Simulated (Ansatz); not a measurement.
## SnSe (P4/nmm), random displacements

These are results of Ansatz 0.2.0, DFT r2SCAN, scalar-relativistic, plane waves, PAW, not measurements. The runs took a 500 eV cutoff, a Γ-centred 6×6×4 mesh and Gaussian smearing (0.05 eV). No spin polarisation. Energies are free energies at this smearing, counted from the undisturbed cell; pressure is positive in compression.

The starting cell (as given, not relaxed at this level; this form isn't the usual structure):

```yaml
crystal:
  lattice:
    - [4.28533, 0.00000, 0.00000]
    - [0.00000, 4.28533, 0.00000]
    - [0.00000, 0.00000, 10.99069]
  atoms:
    - { symbol: Sn, position: [0.50000, 0.00000, 0.37223] }
    - { symbol: Sn, position: [0.00000, 0.50000, 0.62777] }
    - { symbol: Se, position: [0.50000, 0.00000, 0.61604] }
    - { symbol: Se, position: [0.00000, 0.50000, 0.38396] }
```

The cell holds layers and no dispersion correction was added, so their binding is poorly described.

After a displacement of all atoms with no net shift and a strain of the cell, the run gives ΔE = 36.6 meV/atom; stress (xx, yy, zz, yz, xz, xy; compression positive) (-0.50, -0.75, -2.54, 0.24, 0.25, 0.22) GPa; gap on the mesh 1.25 eV.

| atom | Fx (eV/Å) | Fy | Fz |
| --- | --- | --- | --- |
| Sn1 | -0.021 | 0.021 | 0.256 |
| Sn2 | 0.063 | -0.008 | -0.895 |
| Se3 | 0.052 | 0.120 | -0.226 |
| Se4 | -0.095 | -0.134 | 0.865 |

(1) Which displacements (Å, in the unstrained cell) and strain were applied?

Answers

(1)
| atom | ux | uy | uz |
| --- | --- | --- | --- |
| Sn1 | -0.01 | 0.09 | -0.02 |
| Sn2 | 0.04 | -0.07 | 0.10 |
| Se3 | -0.08 | -0.02 | 0.04 |
| Se4 | 0.05 | 0.00 | -0.11 |
Strain (Voigt, engineering shear): (-0.0030, 0.0088, 0.0091, -0.0132, 0.0060, -0.0105).

Cost: 1 run of about 1.3 core-minutes, on Arm Neoverse V2 (shared hosts).